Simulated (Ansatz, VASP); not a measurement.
**One calculation of NbSi, two programs**

```
Nb Si
1.0
     3.09200    0.00000    0.00000
     0.00000    3.09200    0.00000
     0.00000    0.00000    3.09200
Nb Si
1 1
Direct
  0.00000 0.00000 0.00000
  0.50000 0.50000 0.50000
```

Change from the starting cell: volume scaled by 0.94.

Alike in both runs: task single point; functional PBE; k mesh 8 × 8 × 8; occupations fermi-dirac, width 0.05 eV; no spin polarisation.

|  | VASP | Ansatz |
| --- | --- | --- |
| version | VASP 6.6.1 | Ansatz 0.2.0 |
| potentials or method | VASP PAW PBE potentials, release 64 (Nb_sv, Si), cutoff 520 eV | all-electron LAPW, scalar-relativistic |

Ansatz gave:

```
gap on the k mesh at the Fermi level (eV) : none
pressure (GPa)                            : 11.9
```

Question: Estimate VASP's values.

Answer: gap on the k mesh at the Fermi level (eV): none; pressure (GPa): 11.7.

A gap of «none» marks a metal or a gap that the smearing closes. Ansatz ran all-electron here, so the differences hold the error of VASP's frozen core and of both bases.
